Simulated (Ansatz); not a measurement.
InN (wurtzite, space group No. 186) under volume change, plane-wave PAW PBE (Ansatz code), shape and atoms relaxed at each volume.

```
V (Å³/atom)  E − E(relaxed) (meV/atom)  P (GPa)
-----------  -------------------------  -------
14.619                             [?]      [?]
15.101                             [?]      [?]
15.583                             5.8     3.97
16.065                             0.0     0.00
16.547                             5.2    -3.36
17.029                            19.7    -6.18
17.511                            41.9    -8.55
```

**Question.** What belongs in the gaps?

**Answer.** 
- 15.101, E − E(relaxed) (meV/atom): 24.7
- 15.101, P (GPa): 8.69
- 14.619, E − E(relaxed) (meV/atom): 59.0
- 14.619, P (GPa): 14.29

**Question.** What does a third-order Birch–Murnaghan fit give for V₀, B₀ and B′?

**Answer.** V₀ = 16.07 Å³/atom, B₀ = 121 GPa, B′ = 4.7.

Space group P6_3mc (wurtzite). The cell was relaxed with PBE under the symmetry of its start. Spin–orbit coupling is left out wherever it is not named.

Potentials: the later of the program's two PAW sets.
